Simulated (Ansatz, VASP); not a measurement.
**One calculation of FeGe, two programs**

```
CELL_PARAMETERS angstrom
4.68900 0.00000 0.00000
0.00000 4.68900 0.00000
0.00000 0.00000 4.68900
ATOMIC_POSITIONS crystal
Ge 0.84200 0.84200 0.84200
Ge 0.65800 0.15800 0.34200
Ge 0.34200 0.65800 0.15800
Ge 0.15800 0.34200 0.65800
Fe 0.13500 0.13500 0.13500
Fe 0.36500 0.86500 0.63500
Fe 0.63500 0.36500 0.86500
Fe 0.86500 0.63500 0.36500
```

Alike in both runs: task single point; functional PBE; k mesh 5 × 5 × 5; occupations gaussian, width 0.05 eV; no spin polarisation.

```csv
,VASP,Ansatz
version,VASP 6.6.1,Ansatz 0.2.0
potentials or method,"VASP PAW PBE potentials, release 64 (Ge_d, Fe)","PAW, plane waves, scalar-relativistic"
plane-wave cutoff (eV),520,420
valence electrons in the cell,88,120
```

```tsv
	VASP	Ansatz	Ansatz less VASP
pressure (GPa)	-5.6	-5.9	-0.24
rms of the force components (eV/Å)	0.181	0.187	+0.0058
```

Atom by atom the forces differ by 0.011 eV/Å (rms over components). With one functional, cell and mesh, what is left measures potentials, basis and numerics. The two sets of potentials don't hold the same shells in valence.

Caveats: an odd mesh through Γ misses points on the zone boundary, where band edges often lie. Spin polarisation is off, so any magnetic state and its effect on volume and gap are missing.
